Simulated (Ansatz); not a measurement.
**CoO: single point with PBE**

The system is CoO.

```
Co O
1.0
     0.00000    2.13150    2.13150
     2.13150    0.00000    2.13150
     2.13150    2.13150    0.00000
Co O
1 1
Direct
  0.00000 0.00000 0.00000
  0.50000 0.50000 0.50000
```

- Program: Ansatz 0.2.0
- Task: single point
- Functional: PBE
- Potentials or basis: Ansatz PAW
- Cutoff: 420 eV (not typed: the program's choice for these potentials)
- k mesh: 9 × 9 × 9
- Occupations: fermi-dirac, width 0.05 eV
- Spin: collinear spin, ferromagnetic start
- Starting moments: [4.0, 0.0] μB
- Fixed moment: 4 μB

```yaml
Pressure: 22.2 GPa
Net_moment: 4.00 μB per cell
Absolute_moment: 4.00 μB per cell
Site_moments: Co +2.91; O +0.68 μB
```

Run time: 0.41 s on 2 threads of AMD EPYC 9R45 96-Core Processor (Zen 5) (shared host), peak memory 0.31 GiB.

Caveat: the pressure holds a Pulay correction of +0.7 GPa for the finite cutoff; the total moment is fixed, so each spin has its own Fermi level; a cell with one magnetic atom can't hold antiferromagnetic order, which such compounds often take; the thresholds are loose for stress.
